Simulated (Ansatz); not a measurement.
Vibrational response of BN at 40 GPa

Theory: DFT PBE, scalar-relativistic, plane waves, PAW in Ansatz 0.2.0. Settings: 420 eV plane-wave cutoff, Γ-centred 12×12×12 mesh, fixed occupations. No spin polarisation. Phonons by linear response, acoustic sum rule imposed.

The cell, relaxed at 40 GPa:
```
CELL_PARAMETERS angstrom
0.00000 1.75812 1.75812
1.75812 0.00000 1.75812
1.75812 1.75812 0.00000
ATOMIC_POSITIONS crystal
B 0.00000 0.00000 0.00000
N 0.75000 0.75000 0.75000
```

Other phases may be more stable at this pressure.

(1) Give the high-frequency dielectric tensor ε∞.

(2) Give the Born effective charges.

(3) How large is the static dielectric tensor with the ions free to move, and what share of it is ionic?

Results:

(1)
```
4.53 0.00 0.00
0.00 4.53 0.00
0.00 0.00 4.53
```

(2)
| atom | Z*xx | Z*yy | Z*zz | mean |
| --- | --- | --- | --- | --- |
| B (atom 1) | 1.87 | 1.87 | 1.87 | 1.87 |
| N (atom 2) | -1.87 | -1.87 | -1.87 | -1.87 |

(3)
```
6.5 0.0 0.0
0.0 6.5 0.0
0.0 0.0 6.5
```
The ions give 30 % of its trace.

Cost: 1 run of about 0.21 core-minutes, on Arm Neoverse V1 (shared hosts).